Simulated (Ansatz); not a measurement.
# TaC (Fm-3m): equation of state

One table from this session's results is given with a row withheld; the runs are named, their logs left out.

The COD entry's cell or inner coordinates are ideal or old and differ from later refinements, so a difference from it is no clean test against experiment.

Method: DFT r²SCAN, scalar-relativistic, plane waves, PAW, in Ansatz 0.2.0.

## Starting point

It takes space group Fm-3m (No. 225, cubic). The conventional cell has a = 4.462 Å, b = 4.462 Å, c = 4.462 Å, α = 90.00°, β = 90.00°, γ = 90.00°. Ta (site symmetry m-3m) is surrounded by 6 C at 2.23 Å. Around C (site symmetry m-3m) lie 6 Ta at 2.23 Å.

As a file:

```
Ta C
1.0
     0.00000    2.23110    2.23110
     2.23110    0.00000    2.23110
     2.23110    2.23110    0.00000
Ta C
1 1
Direct
  0.00000 0.00000 0.00000
  0.50000 0.50000 0.50000
```

An earlier run at r²SCAN left this cell at 11.106 Å³/atom and 0.01 GPa (18×18×18 mesh).

Volume factors to run: 0.980, 1.020, 0.960, 1.040.

Set-up of the first run:

input.yaml

```yaml
crystal:
  lattice:
    - [0.0, 2.2161287073, 2.2161287073]
    - [2.2161287073, 0.0, 2.2161287073]
    - [2.2161287073, 2.2161287073, 0.0]
  atoms:
    - { symbol: Ta, position: [0.0, 0.0, 0.0] }
    - { symbol: C, position: [0.5, 0.5, 0.5] }
basis:
  ecutwfc: 500
  ecutrho_ratio: 4
kpoints:
  mp_grid: { grid: [18, 18, 18] }
hamiltonian:
  xc: r2scan
scf:
  occupations: { method: gaussian, width: 0.05 }
output:
  forces: true
  stress: true
  eigenvalues: true
```

Command:

```bash
$ ansatz run input.yaml --threads 1 --pin off --max-ram 2560MiB --backend cpu --events-out ev --progress --plain --runs-dir out
```

Steps of the session up to this table: Volume × 0.980; At 1.020 of the relaxed volume; At 0.960 of the relaxed volume; At 1.040 of the relaxed volume.

One of the session's tables, all rows but one given; the rest of the session is left out.

It belongs to the step «The fit». 

| volume (Å³/atom) | energy (meV/atom) | pressure (GPa) |
| --- | --- | --- |
| 10.662 | 20.17 | 15.07 |
| 10.884 | ? | ? |
| 11.106 | 0.00 | 0.01 |
| 11.328 | 4.55 | -6.44 |
| 11.550 | 17.58 | -12.25 |

**Question.** Estimate the row for volume (Å³/atom) = 10.884.

Worked estimate for «energy (meV/atom)». A straight line through the neighbours (10.662, 20.17) and (11.106, 0.00) gives 20.17 + (0.00 − 20.17) × (10.884 − 10.662) / (11.106 − 10.662) = 10.09; a parabola fitted to 3 rows on both sides gives 5.21.

As computed: energy (meV/atom): 4.87; pressure (GPa): 7.15. In «energy (meV/atom)» the line misses by +5.22 and the parabola by +0.34.
